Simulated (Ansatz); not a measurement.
# Co (element-swapped structure): how the settings move a relaxation

Aim: see which settings change the result for Co (element-swapped structure), by how much, and at what cost.

Method: reference: DFT PBE, plane waves, PAW, scalar-relativistic, no spin polarisation, in Ansatz 0.2.0.

## Step 1: The starting structure

The structure is hexagonal, space group P6_3/mmc (No. 194). The conventional cell has a = 2.507 Å, b = 2.507 Å, c = 3.970 Å, α = 90.00°, β = 90.00°, γ = 120.00°. Around Co (site symmetry -6m2) lie 12 Co at 2.46 to 2.51 Å.

As a file:

```
CELL_PARAMETERS angstrom
2.50701 0.00000 0.00000
-1.25350 2.17113 0.00000
0.00000 0.00000 3.96991
ATOMIC_POSITIONS crystal
Co 0.33333 0.66667 0.25000
Co 0.66667 0.33333 0.75000
```

## Step 2: Baseline

Input file input.yaml:

```yaml
crystal:
  lattice:
    - [2.507004, 0.0, 0.0]
    - [-1.253497, 2.171131, 0.0]
    - [0.0, 0.0, 3.969906]
  atoms:
    - { symbol: Co, position: [0.33333, 0.66667, 0.25] }
    - { symbol: Co, position: [0.66666, 0.33333, 0.75] }
  symmetry: { tolerance: 0.0003 }
kpoints:
  mp_grid: { grid: [8, 8, 5], shift: [0, 0, 0] }
magnetization:
  spin_polarized: false
scf:
  occupations: { method: fermi_dirac }
hamiltonian:
  pseudopotentials: { kind: paw }
  xc: pbe
basis:
  ecutwfc: 420
output:
  forces: true
  stress: true
  eigenvalues: true
relax:
  max_steps: 40
  cell: {}
```

Run with:

```console
$ ansatz run input.yaml --threads 1 --pin off --max-ram 2560MiB --backend cpu --events-out ev --progress --plain --runs-dir out
```

Log, shortened:

```text
Warning: the atoms were moved onto the symmetric positions of the space group found under crystal.symmetry.tolerance 3.0e-4 (fractional; no operation is sought that the atoms, as they stand in a round, miss by more than twice it, and no atom is moved by as much as it), and the run uses [...]
Warning: RAYON_NUM_THREADS=1 ignored (pool sized by the plan → 1); use --threads N
[...]
Pseudopotentials: kind: paw
Pseudopotential: Co, paw, valence charge 17, recommended cutoff 420 eV (normal), Co.paw.azcp
Functional definition: PBE
[...]
Crystal: 2 atoms, lattice volume = 21.608 Å³
Basis set: ecut = 420 eV, 403 PW (Γ), exchange–correlation on 36×36×54 points (8 copies of the dense FFT grid, shifted against one another)
Bands: 21, of which v1, the nominal top of the filled ones, is band 17 counted from 1 (16 counted from 0)
Symmetry: 24 space group operations
Space group: P63/mmc (ITA 194), of the structure as read, at distance tolerance 8.4e-4 Å
k-points: 30 of 320
[...]
SCF iter   1: F=—  HF=-10251.912396 eV  |F-HF|=—  |Δ(HF+E_count)|=         —  Δρ=3.27e-3  dr2=5.02e-4  ethr=1.77e-3  ⟨swp⟩=4.3  Hψ=2316  notcnv=0
[...]
relax step   1: F+E_penalty+E_count = -10251.91390323 eV  Δ(F+E_penalty+E_count) = +0.000e0 eV  max|allowed force component| = 4.626e-17 eV/Å  Δτ_max = 0.0000 Å  P = -8.954 GPa  Ω = 21.608 Å³  (6 SCF iters, dr2 threshold 1.00e-7 eV, accepted)
[...]
relax step   5: F+E_penalty+E_count = -10251.94238254 eV  Δ(F+E_penalty+E_count) = -6.220e-7 eV  max|allowed force component| = 3.238e-17 eV/Å  Δτ_max = 0.0000 Å  P = -0.000 GPa  Ω = 20.762 Å³  energy of the carried Pulay correction = +8.482e-4 eV  (6 SCF iters, dr2 threshold 1.76e-8 eV, accepted)
[...]
relax step   6: F+E_penalty+E_count = -10251.94168161 eV  Δ(F+E_penalty+E_count) = +7.009e-4 eV  max|allowed force component| = 2.313e-17 eV/Å  Δτ_max = 0.0000 Å  P = -0.031 GPa  Ω = 20.762 Å³  stress off target by 3.49e-2 GPa  SCF on the basis re-selected at this cell (its energy is not [...]
SCF converged after 6 iterations
Free energy (F): -10251.941682 eV
[...]
E sigma→0 (E₀):  -10251.844211 eV
Entropy (-TS):   -0.194940 eV (-97.470 meV/atom)
Fermi energy:    19.675233 eV
[...]
--- Forces (eV/Å), atoms counted from 1 ---
  atom   1  Co    -0.00000000    -0.00000000     0.00000000
  atom   2  Co     0.00000000     0.00000000     0.00000000
[...]
--- Stress (GPa, compression-positive) ---
       -0.034928      -0.000000       0.000000
        0.000000      -0.034928       0.000000
        0.000000       0.000000      -0.023290
  P = ⅓ Tr σ = -0.0310 GPa (-0.310 kbar)
--- Band table (eV; the first three rows and the last of 30) ---
  k-point 0: bands = ["-75.4875", "-75.4152", "-38.9513", "-38.5902", "-38.5902", "-38.5474", "-38.5316", "-38.5316", "10.4111", "14.7344", "17.7572", "17.7745", "17.7745", "18.1444", "18.1444", "18.5229", "18.5229", "19.5177", "19.7852", "19.7852", "26.9085"]
[...]
--- Relaxed structure (5 steps of the walk, 5 accepted, 1 SCFs on fresh bases) ---
  F+E_penalty+E_count = -10251.94168161 eV   max|allowed force component| = 2.313e-17 eV/Å   (the final SCF, on the basis selected at the relaxed cell)
  cell:  # Å, volume = 20.7615 Å³
    - [2.459936850361711, -2.832553514236698e-6, 0.0]
    - [-1.229965972117555, 2.1303692203954783, 0.0]
    - [0.0, 0.0, 3.961695163860178]
  atoms:
    - { symbol: Co, position: [0.33333333333333337, 0.6666666666666666, 0.24999999999999997] }
    - { symbol: Co, position: [0.6666666666666666, 0.33333333333333326, 0.7499999999999999] }
```

It took 5.7 s on 1 thread of Intel Xeon Platinum 8488C (Sapphire Rapids), shared host; peak memory 0.32 GiB.

## Step 3: Variant: mp_grid.grid [4, 4, 2]

input.yaml: that of step 2 with these lines changed.

```diff
@@ -10,3 +10,3 @@
 kpoints:
-  mp_grid: { grid: [8, 8, 5], shift: [0, 0, 0] }
+  mp_grid: { grid: [4, 4, 2], shift: [0, 0, 0] }
 magnetization:
```

Run with:

```console
$ ansatz run input.yaml --threads 1 --pin off --max-ram 2560MiB --backend cpu --events-out ev --progress --plain --runs-dir out
```

Log, shortened:

```text
Warning: the atoms were moved onto the symmetric positions of the space group found under crystal.symmetry.tolerance 3.0e-4 (fractional; no operation is sought that the atoms, as they stand in a round, miss by more than twice it, and no atom is moved by as much as it), and the run uses [...]
Warning: RAYON_NUM_THREADS=1 ignored (pool sized by the plan → 1); use --threads N
[...]
[... 3 set-up lines as earlier in the session ...]
[...]
Crystal: 2 atoms, lattice volume = 21.608 Å³
Basis set: ecut = 420 eV, 403 PW (Γ), exchange–correlation on 36×36×54 points (8 copies of the dense FFT grid, shifted against one another)
Bands: 21, of which v1, the nominal top of the filled ones, is band 17 counted from 1 (16 counted from 0)
[... 2 set-up lines as earlier in the session ...]
k-points: 8 of 32
[...]
SCF converged after 6 iterations
Free energy (F): -10252.099156 eV
[...]
E sigma→0 (E₀):  -10252.035962 eV
Entropy (-TS):   -0.126388 eV (-63.194 meV/atom)
Fermi energy:    20.009158 eV
[...]
--- Forces (eV/Å), atoms counted from 1 ---
  atom   1  Co     0.00000000    -0.00000000    -0.00000000
  atom   2  Co     0.00000000     0.00000000     0.00000000
[...]
--- Stress (GPa, compression-positive) ---
       -0.015966      -0.000000      -0.000000
       -0.000000      -0.015966      -0.000000
       -0.000000      -0.000000      -0.025821
  P = ⅓ Tr σ = -0.0193 GPa (-0.193 kbar)
--- Band table (eV; the first three rows and the last of 8) ---
[... band rows left out ...]
[...]
--- Relaxed structure (5 steps of the walk, 5 accepted, 1 SCFs on fresh bases) ---
  F+E_penalty+E_count = -10252.09915627 eV   max|allowed force component| = 3.816e-17 eV/Å   (the final SCF, on the basis selected at the relaxed cell)
  cell:  # Å, volume = 20.5299 Å³
    - [2.4299451758781156, -2.7980188785407143e-6, 0.0]
    - [-1.214970164783629, 2.1043956511233333, 0.0]
    - [0.0, 0.0, 4.014787110855925]
  atoms:
    - { symbol: Co, position: [0.33333333333333337, 0.6666666666666666, 0.25] }
    - { symbol: Co, position: [0.6666666666666667, 0.33333333333333326, 0.75] }
```

Wall time 3.7 s (1 thread of Intel Xeon Platinum 8488C (Sapphire Rapids), shared host); peak memory 0.32 GiB.

Changing the k-point mesh moves the energy by -78.7 meV/atom, and the final volume goes from 20.76 to 20.53 Å³. The energy is not variational in the mesh, so the sign tells nothing. Cost: 3.7 s against 5.7 s. The variant is not converged in its settings.

## Step 4: Variant: occupations.width 0.2, pseudopotentials.source jth

input.yaml: that of step 2 with these lines changed.

```diff
@@ -14,5 +14,5 @@
 scf:
-  occupations: { method: fermi_dirac }
+  occupations: { method: fermi_dirac, width: 0.2 }
 hamiltonian:
-  pseudopotentials: { kind: paw }
+  pseudopotentials: { kind: paw, source: jth }
   xc: pbe
```

Run with:

```console
$ ansatz run input.yaml --threads 1 --pin off --max-ram 2560MiB --backend cpu --events-out ev --progress --plain --runs-dir out
```

Log, shortened:

```text
Warning: the atoms were moved onto the symmetric positions of the space group found under crystal.symmetry.tolerance 3.0e-4 (fractional; no operation is sought that the atoms, as they stand in a round, miss by more than twice it, and no atom is moved by as much as it), and the run uses [...]
Warning: basis.ecutwfc = 420 eV is below the records' recommended 1320 eV, and the density's cutoff is lower with it unless basis.ecutrho_ratio is high enough to keep the records' density cutoff: compare with a run at a higher cutoff
Warning: <dir> the checks of this Co dataset prove no rule for summing its radial tables, as where they were carried onto another mesh than they were made on, and Gregory's rule is taken, under which a leading mesh point left out moves its sums only by what lay on the interval it spanned. [...]
Warning: RAYON_NUM_THREADS=1 ignored (pool sized by the plan → 1); use --threads N
[...]
[... 1 set-up line as earlier in the session ...]
Pseudopotential: Co, paw, valence charge 17, recommended cutoff 1320 eV (normal), Co.paw.azcp
[... 1 set-up line as earlier in the session ...]
[...]
Crystal: 2 atoms, lattice volume = 21.608 Å³
Basis set: ecut = 420 eV, 403 PW (Γ), exchange–correlation on 36×36×54 points (8 copies of the dense FFT grid, shifted against one another)
[...]
relax step   7: F+E_penalty+E_count = -10250.57391491 eV  Δ(F+E_penalty+E_count) = -2.161e-3 eV  max|allowed force component| = 4.626e-18 eV/Å  Δτ_max = 0.0000 Å  P = -0.033 GPa  Ω = 20.956 Å³  stress off target by 4.35e-2 GPa  SCF on the basis re-selected at this cell (its energy is not [...]
SCF converged after 6 iterations
Free energy (F): -10250.573915 eV
[...]
E sigma→0 (E₀):  -10250.269038 eV
Entropy (-TS):   -0.609753 eV (-304.877 meV/atom)
Fermi energy:    20.602898 eV
[...]
--- Forces (eV/Å), atoms counted from 1 ---
  atom   1  Co     0.00000000    -0.00000000    -0.00000000
  atom   2  Co     0.00000000     0.00000000     0.00000000
[...]
--- Stress (GPa, compression-positive) ---
       -0.027348       0.000000       0.000000
        0.000000      -0.027348      -0.000000
        0.000000      -0.000000      -0.043473
  P = ⅓ Tr σ = -0.0327 GPa (-0.327 kbar)
--- Band table (eV; the first three rows and the last of 30) ---
[... band rows left out ...]
[...]
--- Relaxed structure (5 steps of the walk, 5 accepted, 2 SCFs on fresh bases) ---
  F+E_penalty+E_count = -10250.57391491 eV   max|allowed force component| = 4.626e-18 eV/Å   (the final SCF, on the basis selected at the relaxed cell)
  cell:  # Å, volume = 20.9558 Å³
    - [2.4682038207681893, -2.8420727163555836e-6, 0.0]
    - [-1.2340994490769233, 2.1375286315394235, 0.0]
    - [0.0, 0.0, 3.972027695981735]
  atoms:
    - { symbol: Co, position: [0.33333333333333337, 0.6666666666666667, 0.25] }
    - { symbol: Co, position: [0.6666666666666667, 0.3333333333333333, 0.75] }
```

Wall time 8.5 s (1 thread of Intel Xeon Platinum 8488C (Sapphire Rapids), shared host); peak memory 0.31 GiB.

Total energies don't compare across a change of potentials; the final volume goes from 20.76 to 20.96 Å³. The smearing changed too. The cutoff is far under what these potentials recommend, so these values carry a basis error that can be large. Cost: 43 SCF cycles against 36, 8.5 s against 5.7 s.

## Step 5: Changed: mp_grid.grid [3, 3, 2]

input.yaml: that of step 2 with these lines changed.

```diff
@@ -10,3 +10,3 @@
 kpoints:
-  mp_grid: { grid: [8, 8, 5], shift: [0, 0, 0] }
+  mp_grid: { grid: [3, 3, 2], shift: [0, 0, 0] }
 magnetization:
```

Run with:

```console
$ ansatz run input.yaml --threads 1 --pin off --max-ram 2560MiB --backend cpu --events-out ev --progress --plain --runs-dir out
```

Log, shortened:

```text
Warning: the atoms were moved onto the symmetric positions of the space group found under crystal.symmetry.tolerance 3.0e-4 (fractional; no operation is sought that the atoms, as they stand in a round, miss by more than twice it, and no atom is moved by as much as it), and the run uses [...]
Warning: RAYON_NUM_THREADS=1 ignored (pool sized by the plan → 1); use --threads N
[...]
[... 3 set-up lines as earlier in the session ...]
[...]
Crystal: 2 atoms, lattice volume = 21.608 Å³
Basis set: ecut = 420 eV, 403 PW (Γ), exchange–correlation on 36×36×54 points (8 copies of the dense FFT grid, shifted against one another)
Bands: 21, of which v1, the nominal top of the filled ones, is band 17 counted from 1 (16 counted from 0)
[... 2 set-up lines as earlier in the session ...]
k-points: 6 of 18
[...]
SCF converged after 8 iterations
Free energy (F): -10251.587160 eV
[...]
E sigma→0 (E₀):  -10251.457200 eV
Entropy (-TS):   -0.259920 eV (-129.960 meV/atom)
Fermi energy:    18.941145 eV
[...]
--- Forces (eV/Å), atoms counted from 1 ---
  atom   1  Co     0.00000000    -0.00000000     0.00000000
  atom   2  Co    -0.00000000     0.00000000     0.00000000
[...]
--- Stress (GPa, compression-positive) ---
        0.010309      -0.000000       0.000000
       -0.000000       0.010309       0.000000
        0.000000       0.000000      -0.021376
  P = ⅓ Tr σ = -0.0003 GPa (-0.003 kbar)
--- Band table (eV; the first three rows and the last of 6) ---
[... band rows left out ...]
[...]
--- Relaxed structure (7 steps of the walk, 6 accepted, 2 SCFs on fresh bases) ---
  F+E_penalty+E_count = -10251.58716048 eV   max|allowed force component| = 1.850e-16 eV/Å   (the final SCF, on the basis selected at the relaxed cell)
  cell:  # Å, volume = 21.3759 Å³
    - [2.586229709286579, -2.977976467414204e-6, 0.0]
    - [-1.2931122756400173, 2.239742117252455, 0.0]
    - [0.0, 0.0, 3.6902751075227456]
  atoms:
    - { symbol: Co, position: [0.3333333333333333, 0.6666666666666665, 0.24999999999999997] }
    - { symbol: Co, position: [0.6666666666666667, 0.33333333333333326, 0.7499999999999999] }
```

Run time: 4.2 s. Hardware: 1 thread of Intel Xeon Platinum 8488C (Sapphire Rapids), shared host; peak memory 0.33 GiB.

Changing the k-point mesh moves the energy by +177.3 meV/atom, and the final volume goes from 20.76 to 21.38 Å³. Sampling errors of the energy have no fixed sign. The variant is not converged in its settings.

## Step 6: Changed: hubbard.sites [{species: Co, l: d, u_eff: 8.0}], hubbard.double_counting fll, ecutrho_ratio 8

input.yaml: that of step 2 with these lines changed.

```diff
@@ -18,4 +18,6 @@
   xc: pbe
+  hubbard: { sites: [{ species: Co, l: d, u_eff: 8.0 }], double_counting: fll }
 basis:
   ecutwfc: 420
+  ecutrho_ratio: 8
 output:
@@ -24,2 +26,6 @@
   eigenvalues: true
+  write_density: true
+  write_potential: true
+  elf: true
+  volumetric_format: npy
 relax:
```

Run with:

```console
$ ansatz run input.yaml --threads 1 --pin off --max-ram 2560MiB --backend cpu --events-out ev --progress --plain --runs-dir out
```

Log, shortened:

```text
Warning: the atoms were moved onto the symmetric positions of the space group found under crystal.symmetry.tolerance 3.0e-4 (fractional; no operation is sought that the atoms, as they stand in a round, miss by more than twice it, and no atom is moved by as much as it), and the run uses [...]
Warning: RAYON_NUM_THREADS=1 ignored (pool sized by the plan → 1); use --threads N
Co: projections on atomic orbitals take those of the free atom [Ne] 3s2 3p6 3d7 4s2, of charge +0.00 (hamiltonian.pseudopotentials.projection_atoms); the dataset's partial waves leave at most 1.4e-6 of an orbital's norm unspanned inside its sphere
[...]
[... 3 set-up lines as earlier in the session ...]
[...]
Crystal: 2 atoms, lattice volume = 21.608 Å³
Basis set: ecut = 420 eV, 403 PW (Γ), exchange–correlation on 48×48×80 points (8 copies of the dense FFT grid, shifted against one another)
[...]
SCF converged after 9 iterations
Free energy (F): -10238.946445 eV
[...]
E sigma→0 (E₀):  -10238.861309 eV
Entropy (-TS):   -0.170272 eV (-85.136 meV/atom)
Fermi energy:    18.562581 eV
[...]
--- Forces (eV/Å), atoms counted from 1 ---
  atom   1  Co     0.00000000    -0.00000000     0.00000000
  atom   2  Co    -0.00000000     0.00000000    -0.00000000
[...]
--- Stress (GPa, compression-positive) ---
        0.021080       0.000000      -0.000000
        0.000000       0.021080      -0.000000
       -0.000000      -0.000000      -0.004383
  P = ⅓ Tr σ = 0.0126 GPa (0.126 kbar)
--- Band table (eV; the first three rows and the last of 30) ---
[... band rows left out ...]
[...]
Occupation matrices written to <dir>
--- Relaxed structure (5 steps of the walk, 5 accepted, 1 SCFs on fresh bases) ---
  F+E_penalty+E_count = -10238.94644490 eV   max|allowed force component| = 9.252e-18 eV/Å   (the final SCF, on the basis selected at the relaxed cell)
  cell:  # Å, volume = 20.3996 Å³
    - [2.4642840219423165, -2.8375591696205573e-6, 0.0]
    - [-1.2321395535728328, 2.13413398392172, 0.0]
    - [0.0, 0.0, 3.8789168785904407]
  atoms:
    - { symbol: Co, position: [0.3333333333333332, 0.6666666666666665, 0.25] }
    - { symbol: Co, position: [0.6666666666666666, 0.3333333333333332, 0.75] }
```

Caution: the run may have ended on a state that is not the lowest.

Run time: 17 s. Hardware: 1 thread of Intel Xeon Platinum 8488C (Sapphire Rapids), shared host; peak memory 0.37 GiB.

Changing the Hubbard U and numerical grids moves the energy by +6.50 eV/atom, and the final volume goes from 20.76 to 20.40 Å³. The U term adds an energy of its own, so the shift says nothing about which run is better.

## Step 7: Comparison

```tsv
run	ending	energy change	pressure (GPa)	gap (eV)	force (eV/Å)	cycles	time
reference	converged	0	0.0	0.00	0.00	36	5.7 s
1: mp_grid.grid [4, 4, 2]	converged	-78.7 meV/atom	0.0	0.00	0.00	36	3.7 s
2: occupations.width 0.2, pseudopotentials.source jth	converged	not comparable	0.0	0.00	0.00	43	8.5 s
3: mp_grid.grid [3, 3, 2]	converged	+177.3 meV/atom	0.0	0.00	0.00	59	4.2 s
4: hubbard.sites [{species: Co, l: d, u_eff: 8.0}], hubbard.double_counting fll, ecutrho_ratio 8	converged	+6.50 eV/atom (U changed: no physical gain or loss)	0.0	0.00	0.00	61	17 s
```

Times don't compare one to one where runs were asked for different outputs or read a saved state (see the inputs); cycles may leave out searches for a lower state.

What this shows: Of the converged runs whose energies compare with the reference's, «mp_grid.grid [3, 3, 2]» moves the energy most (+177.3 meV/atom). Run 2 ran under the cutoff that the potentials recommend, as the log warns, so basis error is mixed into its values, and swamps them where the cutoff is far short. A changed U is a change of model: its shifts are not errors of convergence. The reference leaves spin out although Co can carry a moment, so its state need not be the lowest.

Caveats on the reference run: its mesh is coarse for a cell with so small a gap or none.

Real Co is ferromagnetic; without spin these runs don't describe its ground state.
